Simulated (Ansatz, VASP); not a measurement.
# TaInSe3: VASP beside Ansatz, part 3 of 3

Aim: how closely do two programs agree when they are given the same cell, functional and k mesh? The cell is generated by rule, not measured, and may not be a known phase. The cell is taken from a series of runs on this material, whose earlier steps may have relaxed, scaled, displaced or heated it; both programs get it as it stands.

VASP 6.6.1 and Ansatz 0.2.0.

So far: The structure; Ansatz: zone-centre phonons, PBEsol; VASP: zone-centre phonons, PBEsol.

**3. VASP: zone-centre phonons, PBEsol (continued)**

Level of this step: PBEsol; plane waves and PAW (In_d, Ta_pv, Se); invented cell (VASP).

Numbers of over 12 decimals in the logs are rounded to 6 here.

Parts of OUTCAR (step 3):

```text
ion  position               nearest neighbor table
   1  0.038  0.962  0.962-   3 3.20   4 3.20   5 3.20
   2  0.493  0.507  0.507-   3 2.50   4 2.50   5 2.50   3 2.53   4 2.53   5 2.53
   3  0.485  0.515  0.011-   2 2.50   2 2.53   1 3.20
   4  0.485  0.011  0.515-   2 2.50   2 2.53   1 3.20
   5  0.989  0.515  0.515-   2 2.50   2 2.53   1 3.20

  LATTYP: Found a trigonal (rhomboedric) cell.
 ALAT       =     5.0300458333
 COS(alpha) =     0.0050282622

 Subroutine GETGRP returns: Found  6 space group operations
 (whereof  6 operations were pure point group operations)

The static configuration has the point symmetry C_3v.

 Found     32 irreducible k-points:

   k-points           NKPTS =     32   k-points in BZ     NKDIM =     32   number of bands    NBANDS=     27

   dimension x,y,z NGX =    40 NGY =   40 NGZ =   40
   dimension x,y,z NGXF=    80 NGYF=   80 NGZF=   80

   ENCUT  =  500.0 eV  36.75 Ry    6.06 a.u.   9.17  9.17  9.17*2*pi/ulx,y,z

   NELECT =      42.0000    total number of electrons

 k-points in reciprocal lattice and weights: Automatic mesh
   0.00000000  0.00000000  0.00000000       0.005
   0.16666667 -0.00000000 -0.00000000       0.028
   0.33333333 -0.00000000  0.00000000       0.028
   0.50000000 -0.00000000 -0.00000000       0.014
   0.16666667  0.16666667  0.00000000       0.028
   0.33333333  0.16666667  0.00000000       0.056
   0.50000000  0.16666667 -0.00000000       0.056
  -0.33333333  0.16666667  0.00000000       0.056
  -0.16666667  0.16666667  0.00000000       0.028
[...]
0.50000000  0.50000000  0.33333333       0.028
   0.50000000  0.50000000  0.50000000       0.005

 average (electrostatic) potential at core
       1 -96.5542       2 -39.8219       3 -54.0581       4 -54.0581       5 -54.0581

  Total        0.1297970      0.1297970      0.1297970     -0.0011758      0.0011758     -0.0011758
  in kB        1.6340900      1.6340900      1.6340900     -0.0148033      0.0148033     -0.0148033
  external PRESSURE =       1.6340900 kB  Pullay stress =       0.0000000 kB

  energy-cutoff  :      500.00
  volume of cell :      127.26
      direct lattice vectors                 reciprocal lattice vectors
     5.030014118 -0.012630417 -0.012630417     0.198809100  0.000497961  0.000497961
[...]
POSITION                                       TOTAL-FORCE (eV/Angst)
 -----------------------------------------------------------------------------------
      0.16551      4.85188      4.85188        -0.001012      0.001012      0.001012
      2.46657      2.55082      2.55082         0.000826     -0.000826     -0.000826
      2.43165      2.58573      0.05380        -0.000652      0.000652     -0.001491
      2.43165      0.05380      2.58573        -0.000652     -0.001491      0.000652
      4.96358      2.58573      2.58573         0.001491      0.000652      0.000652
 -----------------------------------------------------------------------------------
    total drift:                               -0.000049      0.000049      0.000049

 Eigenvectors and eigenvalues of the dynamical matrix
 ----------------------------------------------------

   1 f  =    6.711053 THz    42.166793 2PiTHz  223.856649 cm-1    27.754675 meV
             X         Y         Z           dx          dy          dz
      0.165508  4.851876  4.851876     0.001366   -0.001366   -0.001366
      2.466567  2.550817  2.550817     0.188521   -0.188521   -0.188521
      2.431649  2.585735  0.053805     0.116805   -0.116805    0.520101
      2.431649  0.053805  2.585735     0.116805    0.520101   -0.116805
      4.963579  2.585735  2.585735    -0.520101   -0.116805   -0.116805

   2 f  =    6.613687 THz    41.555020 2PiTHz  220.608848 cm-1    27.351999 meV
             X         Y         Z           dx          dy          dz
      0.165508  4.851876  4.851876     0.000143   -0.000269    0.000411
      2.466567  2.550817  2.550817     0.090777   -0.170996    0.261773
      2.431649  2.585735  0.053805     0.055993   -0.106362   -0.724018
      2.431649  0.053805  2.585735     0.057657    0.472945    0.163711
      4.963579  2.585735  2.585735    -0.251073   -0.107718    0.164019

   3 f  =    6.613687 THz    41.555020 2PiTHz  220.608848 cm-1    27.351999 meV
             X         Y         Z           dx          dy          dz
      0.165508  4.851876  4.851876    -0.000392   -0.000320   -0.000073
      2.466567  2.550817  2.550817    -0.249859   -0.203544   -0.046314
      2.431649  2.585735  0.053805    -0.156709   -0.127985    0.128098
      2.431649  0.053805  2.585735    -0.156105    0.562969   -0.029864
      4.963579  2.585735  2.585735     0.691067   -0.126846   -0.028120

   4 f  =    2.067680 THz    12.991614 2PiTHz   68.970369 cm-1     8.551232 meV
             X         Y         Z           dx          dy          dz
      0.165508  4.851876  4.851876     0.099101    0.096990    0.002110
      2.466567  2.550817  2.550817    -0.043706   -0.042776   -0.000931
      2.431649  2.585735  0.053805     0.259662    0.278407   -0.000465
      2.431649  0.053805  2.585735    -0.291946   -0.021386    0.569666
      4.963579  2.585735  2.585735    -0.021851   -0.310004   -0.570353

   5 f  =    2.067680 THz    12.991614 2PiTHz   68.970369 cm-1     8.551232 meV
             X         Y         Z           dx          dy          dz
      0.165508  4.851876  4.851876    -0.054779    0.058434   -0.113213
      2.466567  2.550817  2.550817     0.024159   -0.025771    0.049931
      2.431649  2.585735  0.053805     0.507877   -0.497849    0.024963
      2.431649  0.053805  2.585735    -0.490032   -0.012884    0.029065
      4.963579  2.585735  2.585735     0.012079    0.478813    0.007817

   6 f  =    1.813418 THz    11.394043 2PiTHz   60.489122 cm-1     7.499692 meV
             X         Y         Z           dx          dy          dz
      0.165508  4.851876  4.851876     0.000000   -0.000000   -0.000000
      2.466567  2.550817  2.550817     0.000000   -0.000000   -0.000000
      2.431649  2.585735  0.053805    -0.408248   -0.408248   -0.000000
      2.431649  0.053805  2.585735     0.408248    0.000000    0.408248
      4.963579  2.585735  2.585735    -0.000000    0.408248   -0.408248

   7 f  =    1.768232 THz    11.110129 2PiTHz   58.981870 cm-1     7.312817 meV
             X         Y         Z           dx          dy          dz
      0.165508  4.851876  4.851876    -0.115659    0.115659    0.115659
      2.466567  2.550817  2.550817    -0.344960    0.344960    0.344960
      2.431649  2.585735  0.053805     0.316758   -0.316758   -0.016934
      2.431649  0.053805  2.585735     0.316758   -0.016934   -0.316758
      4.963579  2.585735  2.585735     0.016934   -0.316758   -0.316758

   8 f  =    1.657003 THz    10.411256 2PiTHz   55.271665 cm-1     6.852810 meV
             X         Y         Z           dx          dy          dz
      0.165508  4.851876  4.851876    -0.035801    0.104546   -0.140346
      2.466567  2.550817  2.550817     0.145357   -0.424472    0.569829
      2.431649  2.585735  0.053805    -0.121775    0.293781    0.039771
      2.431649  0.053805  2.585735    -0.065593   -0.029626   -0.375145
      4.963579  2.585735  2.585735     0.010145    0.253370   -0.359374

   9 f  =    1.657003 THz    10.411256 2PiTHz   55.271665 cm-1     6.852810 meV
             X         Y         Z           dx          dy          dz
      0.165508  4.851876  4.851876    -0.141388   -0.101699   -0.039690
      2.466567  2.550817  2.550817     0.574060    0.412913    0.161147
      2.431649  2.585735  0.053805    -0.362873   -0.245354    0.011247
      2.431649  0.053805  2.585735    -0.377099    0.028819   -0.075976
      4.963579  2.585735  2.585735     0.040066   -0.286897   -0.131745

  10 f  =    1.337810 THz     8.405705 2PiTHz   44.624523 cm-1     5.532733 meV
             X         Y         Z           dx          dy          dz
      0.165508  4.851876  4.851876    -0.502202    0.502202    0.502202
      2.466567  2.550817  2.550817     0.254839   -0.254839   -0.254839
      2.431649  2.585735  0.053805     0.044115   -0.044115   -0.110867
      2.431649  0.053805  2.585735     0.044115   -0.110867   -0.044115
      4.963579  2.585735  2.585735     0.110867   -0.044115   -0.044115

  11 f  =    0.580339 THz     3.646375 2PiTHz   19.358014 cm-1     2.400087 meV
             X         Y         Z           dx          dy          dz
      0.165508  4.851876  4.851876    -0.132670   -0.696151    0.563481
      2.466567  2.550817  2.550817     0.012436    0.065257   -0.052821
      2.431649  2.585735  0.053805     0.121712    0.166979   -0.090689
      2.431649  0.053805  2.585735    -0.047067    0.112042   -0.102991
      4.963579  2.585735  2.585735     0.021352    0.224703   -0.214045

  12 f  =    0.580339 THz     3.646375 2PiTHz   19.358014 cm-1     2.400087 meV
             X         Y         Z           dx          dy          dz
      0.165508  4.851876  4.851876     0.727249    0.248729    0.478520
      2.466567  2.550817  2.550817    -0.068172   -0.023316   -0.044856
      2.431649  2.585735  0.053805    -0.189194   -0.150753   -0.077015
      2.431649  0.053805  2.585735    -0.219984   -0.040031   -0.200003
      4.963579  2.585735  2.585735    -0.117047    0.010809   -0.069231

  13 f/i=    0.022869 THz     0.143691 2PiTHz    0.762832 cm-1     0.094579 meV
             X         Y         Z           dx          dy          dz
      0.165508  4.851876  4.851876    -0.260284    0.260284    0.260284
      2.466567  2.550817  2.550817    -0.337421    0.337421    0.337421
      2.431649  2.585735  0.053805    -0.225258    0.225258    0.224165
      2.431649  0.053805  2.585735    -0.225258    0.224165    0.225258
      4.963579  2.585735  2.585735    -0.224165    0.225258    0.225258

  14 f/i=    0.069385 THz     0.435958 2PiTHz    2.314428 cm-1     0.286952 meV
             X         Y         Z           dx          dy          dz
      0.165508  4.851876  4.851876    -0.262685   -0.244514   -0.018172
      2.466567  2.550817  2.550817    -0.436814   -0.406597   -0.030217
      2.431649  2.585735  0.053805    -0.310128   -0.290127   -0.020501
      2.431649  0.053805  2.585735    -0.300760   -0.275863   -0.031626
      4.963579  2.585735  2.585735    -0.296365   -0.278502   -0.010633

  15 f/i=    0.069385 THz     0.435958 2PiTHz    2.314428 cm-1     0.286952 meV
             X         Y         Z           dx          dy          dz
      0.165508  4.851876  4.851876    -0.130679    0.162153   -0.292831
      2.466567  2.550817  2.550817    -0.217303    0.269641   -0.486943
      2.431649  2.585735  0.053805    -0.142534    0.179783   -0.330376
      2.431649  0.053805  2.585735    -0.161366    0.182943   -0.339846
      4.963579  2.585735  2.585735    -0.147433    0.197312   -0.341148

 ELASTIC MODULI CONTR FROM IONIC RELAXATION (kBar)
 Direction    XX          YY          ZZ          XY          YZ          ZX
 --------------------------------------------------------------------------------
 XX         -79.6101    -63.9809    -63.9809     10.4700    -23.9809     10.8638
 YY         -63.9809    -79.6101    -63.9809     10.8638    -10.4700     23.9809
 ZZ         -63.9809    -63.9809    -79.6101     23.9809    -10.8638     10.4700
 XY          10.4700     10.8638     23.9809    -26.1963     -7.2807      7.2807
 YZ         -23.9809    -10.4700    -10.8638     -7.2807    -26.1963     -7.2807
 ZX          10.8638     23.9809     10.4700      7.2807     -7.2807    -26.1963
 --------------------------------------------------------------------------------
```

**4. Comparison**

Known differences besides the potentials themselves: the data sets hold 74 valence electrons in Ansatz (on its default PAW (the set named soft_2) files) and 42 in VASP; the cutoff is 420 eV in Ansatz and 500 eV in VASP; Ansatz makes its cores anew for this functional, VASP keeps those of its PBE data sets. Total energies have different zeros and are not compared.

The two programs side by side:

```csv
quantity,Ansatz,VASP,difference
optical mode 1 to 2 (cm⁻¹),13.3,19.4,-6.1
optical mode 3 (cm⁻¹),42.7,44.6,-1.9
optical mode 4 to 5 (cm⁻¹),56.0,55.3,+1.34 %
optical mode 6 (cm⁻¹),59.2,59.0,+0.45 %
optical mode 7 (cm⁻¹),60.8,60.5,+0.58 %
optical mode 8 to 9 (cm⁻¹),69.2,69.0,+0.39 %
optical mode 10 to 11 (cm⁻¹),219.3,220.6,-0.61 %
optical mode 12 (cm⁻¹),222.6,223.9,-0.58 %
```

Modes are paired by rising frequency, not by their patterns, so a pair may set unlike modes beside each other; they are those without the splitting of longitudinal modes.

**5. Outcome**

```json
{
  "r.m.s. difference of the optical zone-centre modes, each program's sorted by frequency (zone-centre phonons, PBEsol)": "2.7 cm⁻¹",
  "difference in optical mode 4 to 5 (zone-centre phonons, PBEsol)": "+1.3 %"
}
```

In words: The r.m.s. difference of the optical zone-centre modes, each program's sorted by frequency is 2.7 cm⁻¹ (zone-centre phonons, PBEsol). The data sets hold unlike numbers of valence electrons (74 in Ansatz and 42 in VASP), so part of the differences comes from the potentials. Among the rows given in per cent, the largest difference of the zone-centre phonons, PBEsol pair is in optical mode 4 to 5, +1.3 %. Such differences can come from data sets, numerical settings and the points named under the comparisons, not from the functional's error against experiment.

[Lines on the potential files, build, host, timing and source positions are cut from VASP's logs without a mark.]

[Logs are printed without paths, hosts, clocks, repeated set-up lines and the standing remarks that a program may print on its own settings, such as how far it seeks lower states.]

[Hosts, paths, dates, database ids (printed as entryN), source tags and the programs' standing remarks are cut or masked in the printed files.]
